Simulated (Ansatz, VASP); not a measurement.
**Be: VASP beside Ansatz**

```
Be
1.0
     0.00000    2.41222    2.41222
     2.41222    0.00000    2.41222
     2.41222    2.41222    0.00000
Be
2
Direct
  0.87500 0.87500 0.87500
  0.12500 0.12500 0.12500
```

This isn't the form of Be at room conditions, which is hcp.

Alike in both runs: task single point; functional LDA; k mesh 15 × 15 × 15; occupations fermi-dirac, width 0.08 eV; no spin polarisation.

|  | VASP | Ansatz |
| --- | --- | --- |
| version | VASP 6.6.1 | Ansatz 0.2.0 |
| potentials or method | VASP PAW LDA potentials, release 64 (Be) | PAW with Ansatz's default frozen-core files, scalar-relativistic |
| plane-wave cutoff (eV) | 520 | 420 |
| valence electrons in the cell | 4 | 4 |

|  | VASP | Ansatz | Ansatz less VASP |
| --- | --- | --- | --- |
| gap on the k mesh at the Fermi level (eV) | none | none | - |
| pressure (GPa) | 0.1 | 0.0 | -0.11 |

A gap of «none» marks a metal or a gap that the smearing closes.
